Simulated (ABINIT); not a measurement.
# Si2Mo (I4/mmm) in ABINIT: reference runs

How does Si2Mo come out in PBE? The cell is run as given and disturbed.

Program: ABINIT 10.8.3 (patched build). These are calculated values, not measurements. Logs are shortened: lines on timing, memory, paths and dates and some standing lists are left out, and cuts for length are marked. The log counts tension as positive stress, the text compression.

## Step 1: Starting point

It takes space group I4/mmm (No. 139, tetragonal). The conventional cell has a = 3.200 Å, b = 3.200 Å, c = 7.861 Å, α = 90.00°, β = 90.00°, γ = 90.00°. Around Mo (site symmetry 4/mmm) lie 10 Si at 2.62 Å. Around Si (site symmetry 4mm) lie 5 Si at 2.61 to 2.63 Å and 5 Mo at 2.62 Å.

## Step 2: Single point, PBE

Contents of run.abi:

```
# Pseudopotentials
pp_dirpath "./"
pseudos "Mo.GGA_PBE-JTH.xml, Si.GGA_PBE-JTH.xml"

# Structure
structure "poscar:POSCAR"
natom 3

# Plane-wave basis
ecut 15.0
pawecutdg 30.0

# k points
kptopt 1
ngkpt 12 12 12
nshiftk 1
shiftk 0.0 0.0 0.0

# Exchange and correlation
ixc 11

# Bands and occupations
nband 15
occopt 3
tsmear 0.05 eV

# SCF cycle
nstep 100
tolvrs 1.0e-9

# Output
iomode 3
prtwf 0
prtden 0
prteig 0
prtebands 0
enunit 2
```

Contents of POSCAR:

```
Si2Mo
1.0
   -1.6000000000      1.6000000000      3.9305000000
    1.6000000000     -1.6000000000      3.9305000000
    1.6000000000      1.6000000000     -3.9305000000
Mo Si
1 2
Direct
    0.0000000000      0.0000000000      0.0000000000  Mo
    0.6670000000      0.6670000000      0.0000000000  Si
    0.3330000000      0.3330000000      0.0000000000  Si
```

Potentials or basis: JTH PAW PBE v2.0.

Command:

```bash
$ abinit run.abi > log 2>&1
```

run.abo:

```text
.Version 10.8.3 of ABINIT
 Symmetries : space group I4/m m m (#139); Bravais tI (body-center tetrag.)
================================================================================
 Values of the parameters that define the memory need of the present run
     intxc =       0    ionmov =       0      iscf =      17    lmnmax =      18
     lnmax =       6     mgfft =      30  mpssoang =       3    mqgrid =    3001
     natom =       3  nloc_mem =       2    nspden =       1   nspinor =       1
    nsppol =       1      nsym =      16    n1xccc =       1    ntypat =       2
    occopt =       3   xclevel =       2
       mpw =         773          nfft =       27000          nkpt =         163
 PAW method is used; the additional fine FFT grid is defined by:
   mgfftf=        45    nfftf =     91125
================================================================================
================================================================================

--------------------------------------------------------------------------------
------------- Echo of variables that govern the present computation ------------
--------------------------------------------------------------------------------
 -outvars: echo values of preprocessed input variables --------
            acell      1.0000000000E+00  1.0000000000E+00  1.0000000000E+00 Bohr
              amu      9.59400000E+01  2.80855000E+01
             ecut      1.50000000E+01 Hartree
           enunit           2
                       outvar_i_n : Printing only first  50 k-points.
              ixc          11
                       outvar_i_n : Printing only first  50 k-points.
         kptrlatt       12    0    0      0   12    0      0    0   12
          kptrlen      7.25654832E+01
            natom           3
            nband          15
            ngfft          30      30      30
          ngfftdg          45      45      45
             nkpt         163
            nstep         100
             nsym          16
           ntypat           2
                       prtocc : prtvol=0, do not print more k-points.
           occopt           3
        pawecutdg      3.00000000E+01 Hartree
         pawxcdev           0
           prtden           0
        prtebands           0
           prteig           0
            prtwf           0
            rprim     -3.0235618015E+00  3.0235618015E+00  7.4275685379E+00
                       3.0235618015E+00 -3.0235618015E+00  7.4275685379E+00
                       3.0235618015E+00  3.0235618015E+00 -7.4275685379E+00
          spgroup         139
           tolvrs      1.00000000E-09
           tsmear      1.83746611E-03 Hartree
            typat      1  2  2
           useylm           1
                       outvars : Printing only first  50 k-points.
           xangst      0.0000000000E+00  0.0000000000E+00  0.0000000000E+00
                      -1.6010804650E-16  7.3892566348E-17  5.2432870000E+00
                      -2.4790727546E-17 -1.8252383232E-17  2.6177130000E+00
            xcart      0.0000000000E+00  0.0000000000E+00  0.0000000000E+00
                      -3.0256035843E-16  1.3963671314E-16  9.9083764295E+00
                      -4.6847685524E-17 -3.4492005453E-17  4.9467606462E+00
             xred      0.0000000000E+00  0.0000000000E+00  0.0000000000E+00
                       6.6700000000E-01  6.6700000000E-01 -2.6942337546E-17
                       3.3300000000E-01  3.3300000000E-01 -1.3450972118E-17
            znucl       42.00000   14.00000

================================================================================

 chkinp: Checking input parameters for consistency.

================================================================================
== DATASET  1 ==================================================================

--- !DatasetInfo
iteration_state: {dtset: 1, }
dimensions: {natom: 3, nkpt: 163, mband: 15, nsppol: 1, nspinor: 1, nspden: 1, mpw: 773, }
cutoff_energies: {ecut:  15.0, pawecutdg:  30.0, }
electrons: {nelect:   2.20000000E+01, charge:   0.00000000E+00, occopt:   3.00000000E+00, tsmear:   1.83746611E-03, }
meta: {optdriver: 0, ionmov: 0, optcell: 0, iscf: 17, paral_kgb: 0, }
...

 Exchange-correlation functional for the present dataset will be:
  GGA: Perdew-Burke-Ernzerhof functional - ixc=11
  J.P.Perdew, K.Burke, M.Ernzerhof, PRL 77, 3865 (1996)

 Real(R)+Recip(G) space primitive vectors, cartesian coordinates (Bohr,Bohr^-1):
 R(1)= -3.0235618  3.0235618  7.4275685  G(1)=  0.0000000  0.1653679  0.0673168
 R(2)=  3.0235618 -3.0235618  7.4275685  G(2)=  0.1653679  0.0000000  0.0673168
 R(3)=  3.0235618  3.0235618 -7.4275685  G(3)=  0.1653679  0.1653679  0.0000000
[... 93 lines left out ...]
- [ -9.21735951E-05,   0.00000000E+00,   0.00000000E+00, ]
- [  0.00000000E+00,  -9.21735951E-05,   0.00000000E+00, ]
- [  0.00000000E+00,   0.00000000E+00,  -5.37541191E-05, ]
pressure_GPa:   2.3351E+00
xred      :
- [  0.0000E+00,   0.0000E+00,   0.0000E+00, Mo]
- [  6.6700E-01,   6.6700E-01,  -2.6942E-17, Si]
- [  3.3300E-01,   3.3300E-01,  -1.3451E-17, Si]
cartesian_forces: # hartree/bohr
- [ -3.82490054E-19,  -6.71610634E-19,  -2.89120579E-19, ]
- [  4.45498864E-19,   1.56378284E-19,  -5.32674339E-03, ]
- [ -6.30088094E-20,   5.15232349E-19,   5.32674339E-03, ]
force_length_stats: {min:   8.25197064E-19, max:   5.32674339E-03, mean:   3.55116226E-03, }
...

 Integrated electronic density in atomic spheres:
 ------------------------------------------------
 Atom  Sphere_radius  Integrated_density
    1        2.20740         11.40987912
    2        1.90945          1.54825955
    3        1.90945          1.54825955

================================================================================

 ----iterations are completed or convergence reached----

 Mean square residual over all n,k,spin=   61.577E-09; max=  80.250E-06
 reduced coordinates (array xred) for    3 atoms
       0.000000000000      0.000000000000      0.000000000000
       0.667000000000      0.667000000000     -0.000000000000
       0.333000000000      0.333000000000     -0.000000000000
 rms dE/dt=  3.2304E-02; max dE/dt=  3.9565E-02; dE/dt below (all hartree)
    1       0.000000000000      0.000000000000      0.000000000000
    2       0.039564751592      0.039564751592     -0.039564751592
    3      -0.039564751592     -0.039564751592      0.039564751592

 cartesian coordinates (angstrom) at end:
    1      0.00000000000000     0.00000000000000     0.00000000000000
    2     -0.00000000000000     0.00000000000000     5.24328700000000
    3     -0.00000000000000    -0.00000000000000     2.61771300000000

 cartesian forces (hartree/bohr) at end:
    1     -0.00000000000000    -0.00000000000000    -0.00000000000000
    2      0.00000000000000     0.00000000000000    -0.00532674338718
    3     -0.00000000000000     0.00000000000000     0.00532674338718
 frms,max,avg= 2.5110509E-03 5.3267434E-03   0.000E+00  0.000E+00  0.000E+00 h/b

 cartesian forces (eV/Angstrom) at end:
    1     -0.00000000000000    -0.00000000000000    -0.00000000000000
    2      0.00000000000000     0.00000000000000    -0.27391215807039
    3     -0.00000000000000     0.00000000000000     0.27391215807039
 frms,max,avg= 1.2912343E-01 2.7391216E-01   0.000E+00  0.000E+00  0.000E+00 e/A
 length scales=  1.000000000000  1.000000000000  1.000000000000 bohr
              =  0.529177210544  0.529177210544  0.529177210544 angstroms
 Fermi (or HOMO) energy (hartree) =   0.44794   Average Vxc (hartree)=  -0.44947
 Eigenvalues (hartree) for nkpt= 163  k points:
 kpt#   1, nband= 15, wtk=  0.00058, kpt=  0.0000  0.0000  0.0000 (reduced coord)
  -1.78491   -0.83511   -0.83159   -0.83159   -0.04761    0.21458    0.31961    0.33688
   0.34978    0.34978    0.46309    0.56085    0.56449    0.58186    0.58186
      occupation numbers for kpt#   1
   2.00000    2.00000    2.00000    2.00000    2.00000    2.00000    2.00000    2.00000
   2.00000    2.00000    0.00053    0.00000    0.00000    0.00000    0.00000
 prteigrs : prtvol=0 or 1, do not print more k-points.

 Fermi (or HOMO) energy (eV) =  12.18914   Average Vxc (eV)= -12.23060
 Eigenvalues (   eV  ) for nkpt= 163  k points:
 kpt#   1, nband= 15, wtk=  0.00058, kpt=  0.0000  0.0000  0.0000 (reduced coord)
 -48.56996  -22.72444  -22.62864  -22.62864   -1.29559    5.83913    8.69705    9.16708
   9.51795    9.51795   12.60134   15.26138   15.36066   15.83310   15.83310
 prteigrs : prtvol=0 or 1, do not print more k-points.

--- !EnergyTerms
iteration_state     : {dtset: 1, }
comment             : Components of total free energy in Hartree
kinetic             :  1.30311801919921E+01
hartree             :  1.64670380765126E+01
xc                  : -8.79748553614778E+00
Ewald energy        : -6.27502804158359E+01
psp_core            :  3.01086107866438E+00
local_psp           : -4.99724693538273E+01
PAW spherical_terms :  1.21394985620243E+01
internal            : -7.68716573966176E+01
'-kT*entropy'       : -8.17837884543457E-05
total_energy        : -7.68717391804060E+01
total_energy_eV     : -2.09178658623834E+03
...

--- !EnergyTermsDC
iteration_state     : {dtset: 1, }
comment             : '"Double-counting" decomposition of free energy'
band_energy         : -4.79489419289296E+00
Ewald energy        : -6.27502804158359E+01
psp_core            :  3.01086107866438E+00
xc_dc               : -1.66043156745121E+01
PAW spherical_terms :  4.26697433280380E+00
internal            : -7.68716548717728E+01
'-kT*entropy'       : -8.17837884543457E-05
total_energy_dc     : -7.68717366555613E+01
total_energy_dc_eV  : -2.09178651753381E+03
...

--- !EnergyTermsWithPAWCore
iteration_state     : {dtset: 1, }
comment             : 'Components of total free energy, including PAW core contributions'
Total energy        : -4.62914507486517E+03
Total energy DC     : -4.62914507234033E+03
Total energy (eV)   : -1.25965454620837E+05
Total energy DC (eV): -1.25965454552132E+05
...

 Cartesian components of stress tensor (hartree/bohr^3)
  sigma(1 1)= -9.21735951E-05  sigma(3 2)=  0.00000000E+00
  sigma(2 2)= -9.21735951E-05  sigma(3 1)=  0.00000000E+00
  sigma(3 3)= -5.37541191E-05  sigma(2 1)=  0.00000000E+00

-Cartesian components of stress tensor (GPa)         [Pressure=  2.3351E+00 GPa]
- sigma(1 1)= -2.71184079E+00  sigma(3 2)=  0.00000000E+00
- sigma(2 2)= -2.71184079E+00  sigma(3 1)=  0.00000000E+00
- sigma(3 3)= -1.58150078E+00  sigma(2 1)=  0.00000000E+00

== END DATASET(S) ==============================================================
================================================================================

 -outvars: echo values of variables after computation  --------
            acell      1.0000000000E+00  1.0000000000E+00  1.0000000000E+00 Bohr
           etotal     -7.6871736656E+01
            fcart     -3.8249005420E-19 -6.7161063353E-19 -2.8912057933E-19
                       4.4549886365E-19  1.5637828432E-19 -5.3267433872E-03
                      -6.3008809449E-20  5.1523234921E-19  5.3267433872E-03
            rprim     -3.0235618015E+00  3.0235618015E+00  7.4275685379E+00
                       3.0235618015E+00 -3.0235618015E+00  7.4275685379E+00
                       3.0235618015E+00  3.0235618015E+00 -7.4275685379E+00
           strten     -9.2173595121E-05 -9.2173595121E-05 -5.3754119063E-05
                       0.0000000000E+00  0.0000000000E+00  0.0000000000E+00
           xangst      0.0000000000E+00  0.0000000000E+00  0.0000000000E+00
                      -1.6010804650E-16  7.3892566348E-17  5.2432870000E+00
                      -2.4790727546E-17 -1.8252383232E-17  2.6177130000E+00
             xred      0.0000000000E+00  0.0000000000E+00  0.0000000000E+00
                       6.6700000000E-01  6.6700000000E-01 -2.6942337546E-17
                       3.3300000000E-01  3.3300000000E-01 -1.3450972118E-17
 Calculation completed.
```

Run time: 2.5 min. Hardware: 1 thread of Arm Neoverse V2, shared host; peak memory 0.17 GiB.

What came out:

- Free energy: -2091.7865 eV
- Pressure: 2.3 GPa
- Largest force: 0.274 eV/Å
- Band gap on the k mesh: none (metal or under the smearing width)
- Valence electrons inside the program's atomic spheres: Mo 11.41; Si 1.55

Forces in eV/Å, atoms in the order of the input:
```
Mo   0.000  0.000  0.000
Si   0.000  0.000 -0.274
Si   0.000  0.000  0.274
```

## Step 3: Single point, PBE (atoms moved at random, drawn with an rms of 0.05 Å)

Changes to run.abi since step 2:

```diff
@@ -5,4 +5,18 @@
 # Structure
-structure "poscar:POSCAR"
+acell 3*1.0
+rprim
+    -3.0235617994     3.0235617994     7.4275685328
+     3.0235617994    -3.0235617994     7.4275685328
+     3.0235617994     3.0235617994    -7.4275685328
+ntypat 2
+znucl 42 14
 natom 3
+typat 1 2 2
+xred
+     0.0176620000     0.0018630000     0.0066410000
+     0.6778390000     0.6943160000     0.0250040000
+     0.3319990000     0.3458110000     0.0115010000
+chkprim 0
+chksymtnons 0
+tolsym 1.0e-6
 
@@ -24,3 +38,3 @@
 occopt 3
-tsmear 0.05 eV
+tsmear 0.00183747
 
@@ -36,2 +50 @@
 prtebands 0
-enunit 2
```

Potentials or basis: JTH PAW PBE v2.0.

Command:

```bash
$ abinit run.abi > log 2>&1
```

run.abo:

```text
.Version 10.8.3 of ABINIT
 Symmetries : space group P1 (#  1); Bravais aP (primitive triclinic)
================================================================================
 Values of the parameters that define the memory need of the present run
     intxc =       0    ionmov =       0      iscf =      17    lmnmax =      18
     lnmax =       6     mgfft =      30  mpssoang =       3    mqgrid =    3001
     natom =       3  nloc_mem =       2    nspden =       1   nspinor =       1
    nsppol =       1      nsym =       1    n1xccc =       1    ntypat =       2
    occopt =       3   xclevel =       2
       mpw =         773          nfft =       27000          nkpt =         868
 PAW method is used; the additional fine FFT grid is defined by:
   mgfftf=        45    nfftf =     91125
================================================================================
================================================================================

--------------------------------------------------------------------------------
------------- Echo of variables that govern the present computation ------------
--------------------------------------------------------------------------------
 -outvars: echo values of preprocessed input variables --------
            acell      1.0000000000E+00  1.0000000000E+00  1.0000000000E+00 Bohr
              amu      9.59400000E+01  2.80855000E+01
          chkprim           0
      chksymtnons           0
             ecut      1.50000000E+01 Hartree
                       outvar_i_n : Printing only first  50 k-points.
              ixc          11
[... 254 lines left out ...]

--- !EnergyTermsWithPAWCore
iteration_state     : {dtset: 1, }
comment             : 'Components of total free energy, including PAW core contributions'
Total energy        : -4.62914295077037E+03
Total energy DC     : -4.62914295019025E+03
Total energy (eV)   : -1.25965396821273E+05
Total energy DC (eV): -1.25965396805487E+05
...

 Cartesian components of stress tensor (hartree/bohr^3)
  sigma(1 1)= -9.67521576E-05  sigma(3 2)= -1.84709520E-06
  sigma(2 2)= -1.03410530E-04  sigma(3 1)=  9.00301970E-06
  sigma(3 3)= -6.24463546E-05  sigma(2 1)=  1.04746028E-05

-Cartesian components of stress tensor (GPa)         [Pressure=  2.5754E+00 GPa]
- sigma(1 1)= -2.84654675E+00  sigma(3 2)= -5.43434171E-02
- sigma(2 2)= -3.04244284E+00  sigma(3 1)=  2.64877984E-01
- sigma(3 3)= -1.83723518E+00  sigma(2 1)=  3.08173453E-01

== END DATASET(S) ==============================================================
================================================================================

 -outvars: echo values of variables after computation  --------
            acell      1.0000000000E+00  1.0000000000E+00  1.0000000000E+00 Bohr
           etotal     -7.6869614505E+01
            fcart      1.2042078125E-02 -5.3531376496E-03 -6.8482381352E-03
                      -9.4983035792E-03  8.9940399618E-04 -1.0201022324E-02
                      -2.5437745456E-03  4.4537336534E-03  1.7049260459E-02
            rprim     -3.0235617994E+00  3.0235617994E+00  7.4275685328E+00
                       3.0235617994E+00 -3.0235617994E+00  7.4275685328E+00
                       3.0235617994E+00  3.0235617994E+00 -7.4275685328E+00
           strten     -9.6752157574E-05 -1.0341053033E-04 -6.2446354604E-05
                      -1.8470952029E-06  9.0030196981E-06  1.0474602760E-05
           xangst     -1.4652799990E-02  3.5903999976E-02  5.0640561965E-02
                       6.6369599955E-02  1.3643199991E-02  5.2949770019E+00
                       4.0500799973E-02 -3.6975999975E-03  2.6189275227E+00
             xred      1.7662000000E-02  1.8630000000E-03  6.6410000000E-03
                       6.7783900000E-01  6.9431600000E-01  2.5004000000E-02
                       3.3199900000E-01  3.4581100000E-01  1.1501000000E-02
 Calculation completed.
```

Run time: 15 min. Hardware: 1 thread of Arm Neoverse V2, shared host; peak memory 0.44 GiB.

What came out:

```
Free energy                                           : -2091.7288 eV
Pressure                                              : 2.6 GPa
Largest force                                         : 0.916 eV/Å
Band gap on the k mesh                                : none (metal or under the smearing width)
Valence electrons inside the program's atomic spheres : Mo 11.39; Si 1.55
```

Forces in eV/Å, atoms in the order of the input:
```
Mo   0.619 -0.275 -0.352
Si  -0.488  0.046 -0.525
Si  -0.131  0.229  0.877
```

Stress tensor (GPa, compression positive):
```
 2.85 -0.31 -0.26
-0.31  3.04  0.05
-0.26  0.05  1.84
```
